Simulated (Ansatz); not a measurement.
The system is TiO2 (Anatase).

```
Ti O
1.0
    -1.89210    1.89210    4.75730
     1.89210   -1.89210    4.75730
     1.89210    1.89210   -4.75730
Ti O
2 4
Direct
  0.75000 0.25000 0.50000
  0.00000 0.00000 0.00000
  0.79190 0.79190 0.00000
  0.54190 0.04190 0.50000
  0.95810 0.45810 0.50000
  0.20810 0.20810 0.00000
```

Base run:

- Program: Ansatz 0.2.0
- Functional: PBEsol
- Potentials or basis: all-electron LAPW, scalar-relativistic
- Cutoff: 415 eV
- Density cutoff: 1662 eV
- Basis error allowed: 0.001 eV/atom
- k mesh: 10 × 10 × 10
- Occupations: fermi-dirac, width 0.05 eV
- Spin: no spin polarisation

Its results: band gap on the k mesh 2.08 eV, indirect (least direct gap 2.42 eV); pressure -1.1 GPa; largest force 0.007 eV/Å.

Q: After a change of settings the same cell gave: band gap on the k mesh 2.13 eV, indirect (least direct gap 2.46 eV); pressure 5.2 GPa; largest force 0.105 eV/Å. Which change was it?
A. functional from PBEsol to PBE; basis error allowed from 0.001 eV/atom to 0.002 eV/atom
B. basis error allowed from 0.001 eV/atom to 0.002 eV/atom
C. functional from PBEsol to LDA; basis error allowed from 0.001 eV/atom to 0.002 eV/atom

A: A.

Not every run made on this cell is shown here.
